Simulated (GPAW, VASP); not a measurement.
**MnO: changing the Hubbard U on Mn d**

Space group Fm-3m (No. 225). a = 4.444 Å, b = 4.444 Å, c = 4.444 Å, α = 90.00°, β = 90.00°, γ = 90.00°
```tsv
atom	site	symmetry	x	y	z
Mn	4a	m-3m	0.0000	0.0000	0.0000
O	4b	m-3m	0.5000	0.0000	0.0000
```

The cell comes from a database or a generator and needn't be the form met in nature.

Kept alike: task single point; functional r2SCAN; k mesh 7 × 7 × 7; occupations fermi-dirac, width 0.05 eV; collinear spin, ferromagnetic start. Program: VASP, PBE PAW files Mn_pv, O, 520 eV. The mesh is that of the run's cell of 2 atoms. No spin-orbit coupling.

| run | pressure (GPa) | largest site moment (μB) |
| --- | --- | --- |
| A | 3.05 | 4.63 |
| B | 2.37 | 4.61 |
| C | 3.67 | 4.66 |
| D | 5.67 | 4.75 |
| E | 4.25 | 4.69 |
| F | 4.77 | 4.71 |

Pressure is positive in compression; the values hold the error of the finite cutoff, so their zero can differ a little from the energy's minimum. The measured crystal is an antiferromagnetic insulator; a metallic or parallel state is the runs' own. How U acts hangs on the program's projectors. The runs hold the magnetic state that their start led to, which needn't be the lowest. Site moments count inside each atom's sphere or projector. All rows use potentials made for PBE. U enters in Dudarev's form.

Problem. The runs differ in the Hubbard U on Mn d alone: 2; 3; 4; 5; 6; 8 eV. Which run is which?

Solution. Run A is 3 eV; run B is 2 eV; run C is 4 eV; run D is 8 eV; run E is 5 eV; run F is 6 eV. The pressure rises from 2.37 to 5.67 GPa between 2 and 8 eV. U localises the shell and weakens its bonds, so the cell pushes outwards. A twin series (GPAW, GPAW PAW data sets (gpaw-data 1.2.1)) moves it by +3.805 between 2 and 8, against +3.297 GPa here. The largest site moment rises from 4.61 to 4.75 μB between 2 and 8 eV. U favours whole occupations of the shell, which as a rule raises the local moment. A twin series (GPAW, GPAW PAW data sets (gpaw-data 1.2.1)) moves it by +0.138 between 2 and 8, against +0.147 μB here.

Pressure and Mn moment both rise at every step in U, but the pressure separates the runs far more clearly. The moment has little room to grow: high-spin Mn(II) has a half-filled d shell, with the majority states full and the minority states nearly empty even at 2 eV. What keeps it below the ionic spin-only value is mainly covalency, as O 2p electrons donate into the empty minority d states. U raises those states and lowers the filled majority ones, so this admixture shrinks and the moment creeps up from 4.61 to 4.75 μB.

The same loss of p–d mixing probably drives the pressure, since it removes part of the bonding that holds the lattice together. The pressure gained per eV falls off towards large U, as expected when mixing weakens with a growing energy separation. The fixed cell thus becomes increasingly too small for the ferromagnetic state computed. The lower pressure at small U doesn't by itself make that U the better choice for the gap or the exchange couplings.
